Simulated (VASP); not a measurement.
# GaN: convergence, self-consistent run

GaN, P1 (no. 1), 2 atoms in the cell. PBE; PAW potentials Ga_d, N (PBE set). VASP 6.6.1. The atoms are moved at random off their ideal places.

Wanted: energy within 1 meV/atom; forces within 0.005 eV/Å; pressure within 0.1 GPa.

POSCAR:
```
GaN
1.0
    0.0000000000      2.2535006075      2.2535006075
    2.2535006075      0.0000000000      2.2535006075
    2.2535006075      2.2535006075      0.0000000000
Ga N
1 1
Direct
   -0.0000040000     -0.0009780000      0.0006670000
    0.2452550000      0.2539210000      0.2528650000
```

## FFT grids and symmetry tolerance typed by hand

| FFT grids and symmetry tolerance typed by hand | Energy less reference (meV/atom) | Forces, largest deviation (eV/Å) | Pressure (GPa) | SCF iterations | Time (s) |
|---|---|---|---|---|---|
| default | 0.0 | 0.0000 | 4.24 | 14 | 29 |
| NGX, NGY, NGZ = 30, 30, 30 | 0.0 | 0.0001 | 4.24 | 14 | 83 |
| NGX, NGY, NGZ = 18, 18, 18 | -0.1 | 0.0002 | 4.25 | 14 | 25 |
| NGX, NGY, NGZ = 16, 16, 16 | -1.0 | 0.0008 | 4.35 | 14 | 15 |
| NGX, NGY, NGZ = 14, 14, 14 | -5.1 | 0.0029 | 4.21 | 14 | 12 |
| NGXF, NGYF, NGZF = 34, 34, 34 | -0.1 | 0.0002 | 4.24 | 14 | 31 |
| NGXF, NGYF, NGZF = 68, 68, 68 | 0.0 | 0.0001 | 4.24 | 14 | 31 |
| SYMPREC = 0.001 | 0.0 | 0.0000 | 4.24 | 14 | 28 |
| SYMPREC = 1e-08 | 0.0 | 0.0000 | 4.24 | 14 | 28 |
| EWALD_CUTOFF = 2.0 | -2232.7 | 0.2558 | -59.85 | 14 | 30 |
| EWALD_CUTOFF = 8.0 | 0.0 | 0.0000 | 4.24 | 14 | 29 |

## Question

For each series: keep the first row unless others stay within half of the tolerance and take at least 30 % less time, and then take the fastest.

## Answer

- FFT grids and symmetry tolerance typed by hand: default

## The input

INCAR:
```
SYSTEM = GaN
PREC = Accurate ; ENCUT = 450
EDIFF = 1E-7 ; ISMEAR = 0
SIGMA = 0.02 ; LREAL = .False.
LASPH = .True. ; ALGO = Normal
NELM = 100 ; ISIF = 2
LWAVE = .False. ; LCHARG = .False.
```

KPOINTS:
```
k-points
0
Gamma
  9 9 9
```

Commands:
```
cat potpaw_PBE.64/Ga_d/POTCAR potpaw_PBE.64/N/POTCAR > POTCAR
mpirun -np 1 vasp_std > vasp.out
```

The chosen input took VASP 6.6.1 29 s on 1 core (Intel Xeon 6975P-C (Granite Rapids)), a shared host.

## An input that fails: an FFT grid typed too coarse

It runs to its end, but against the unchanged starting input it is off by 1022.0 meV/atom in the energy, 0.2209 eV/Å in the forces, 25.29 GPa in the pressure.

Changes against the starting input:
```
+ NGX = 8
+ NGY = 8
+ NGZ = 8
```
